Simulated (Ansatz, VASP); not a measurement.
# Re: VASP beside Ansatz

```
CELL_PARAMETERS angstrom
0.00000 1.97500 2.03425
1.97500 0.00000 2.03425
1.97500 1.97500 0.00000
ATOMIC_POSITIONS crystal
Re 0.00000 0.00000 0.00000
```

Change from the starting cell: zz strain of +3 %, crystal datasets.

Alike in both runs: task electric field gradients; functional PBE; k mesh 14 × 14 × 14; occupations fermi-dirac, width 0.03 eV; no spin polarisation.

|  | VASP | Ansatz |
| --- | --- | --- |
| version | VASP 6.6.1 | Ansatz 0.2.0 |
| potentials or method | VASP PAW PBE potentials, release 64 (Re), cutoff 520 eV | all-electron PAW with datasets made for the crystal, scalar-relativistic |

|  | VASP | Ansatz | Ansatz less VASP |
| --- | --- | --- | --- |
| pressure (GPa) | -18.7 | -17.8 | +0.91 |
| largest component of the traceless stress (GPa) | 4.33 | 4.44 | +0.107 |
| Vzz of the field gradient on the site that differs most (V/Å²) | -14.0 | -17.9 | -3.87 |

Ansatz ran all-electron here, so the differences hold the error of VASP's frozen core and of both bases. Ansatz warned: «gradients_without_spin_orbit».

Caveats: so large a pressure means that the cell lies far from this level's equilibrium, or that cutoff or potentials fall short (VASP). Spin-orbit coupling is left out, which matters for the levels of Re.
